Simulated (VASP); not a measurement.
The system is TaSi2.

```
Ta Si
1.0
     4.78000    0.00000    0.00000
    -2.39000    4.13960    0.00000
     0.00000    0.00000    6.56400
Ta Si
3 6
Cartesian
  -1.1950 2.0698 1.0940
  1.1950 2.0698 5.4700
  2.3900 0.0000 3.2820
  1.1949 0.6899 1.0940
  -1.1951 3.4497 5.4700
  2.3900 2.7599 3.2820
  1.1951 3.4497 1.0940
  3.5851 0.6899 5.4700
  0.0000 1.3797 3.2820
```

| Property | Result |
| --- | --- |
| Program | VASP 6.6.1 |
| Task | relaxation of cell and atoms |
| Functional | PBE |
| Potentials or basis | VASP PAW PBE potentials, release 54 (Ta_pv, Si) |
| Cutoff | 600 eV |
| k mesh | 5 × 5 × 3 |
| Occupations | fermi-dirac, width 0.05 eV |
| Spin | no spin polarisation |

At the start: pressure 3.7 GPa; volume 14.43 Å³/atom.

Problem. How do energy, volume and symmetry change on relaxing?

Solution. Over 10 steps the energy falls by 20.4 meV/atom and the volume is 14.68 Å³/atom (+1.7 %); space group P6_222 (No. 180, to 0.05 Å).

The path:
| step | energy change (eV) | largest force (eV/Å) | pressure (GPa) | volume (Å³) |
| --- | --- | --- | --- | --- |
| 1 | 0.0000 | 0.7969 | 3.73 | 129.88 |
| 2 | -0.0703 | 0.2630 | -5.62 | 136.31 |
| 3 | -0.1055 | 0.4514 | -2.43 | 133.90 |
| 4 | -0.1779 | 0.0762 | -0.30 | 132.22 |
| 5 | -0.1801 | 0.0092 | 0.18 | 131.88 |
| 6 | -0.1836 | 0.0013 | 0.10 | 132.08 |
| 7 | -0.1837 | 0.0002 | 0.11 | 132.05 |
| 8 | -0.1837 | 0.0002 | 0.11 | 132.05 |
| 9 | -0.1837 | 0.0008 | -0.16 | 132.24 |
| 10 | -0.1837 | 0.0005 | 0.02 | 132.13 |

Final structure:
```
Ta Si
1.0
     4.81557    0.00000    0.00000
    -2.40778    4.17040    0.00000
     0.00000    0.00000    6.57911
Ta Si
3 6
Direct
  0.00000 0.50000 0.16667
  0.50000 0.50000 0.83333
  0.50000 0.00000 0.50000
  0.31726 0.15863 0.16667
  0.15863 0.84137 0.83333
  0.84137 0.68274 0.50000
  0.68274 0.84137 0.16667
  0.84137 0.15863 0.83333
  0.15863 0.31726 0.50000
```
